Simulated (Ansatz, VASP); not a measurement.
## Sb in VASP and in Ansatz

```
Sb
1.0
     2.14703    1.23959    3.65661
    -2.14703    1.23959    3.65661
     0.00000   -2.47917    3.65661
Sb
2
Direct
  0.23582 0.23582 0.23582
  0.76418 0.76418 0.76418
```

Alike in both runs: functional LDA; k mesh 12 × 12 × 12; occupations gaussian, width 0.1 eV; no spin polarisation.

Ansatz relaxed the structure, and its values are those at the end. VASP's run is a single point on that final structure, the one shown.

```csv
,VASP,Ansatz
version,VASP 6.6.1,Ansatz 0.2.0
potentials or method,"VASP PAW LDA potentials, release 64 (Sb)","scalar-relativistic, plane waves, PAW"
plane-wave cutoff (eV),520,420
valence electrons in the cell,10,30
```

VASP gave:

```
gap on the k mesh at the Fermi level (eV) : none
pressure (GPa)                            : 0.3
rms of the force components (eV/Å)        : 0.039
```

Task: Which values does Ansatz return?

Result: gap on the k mesh at the Fermi level (eV): none; pressure (GPa): 0.0; rms of the force components (eV/Å): 0.003.

A gap of «none» marks a metal or a gap that the smearing closes. The two sets of potentials don't hold the same shells in valence.

The runs have no spin-orbit coupling, so splittings on Sb are missing.
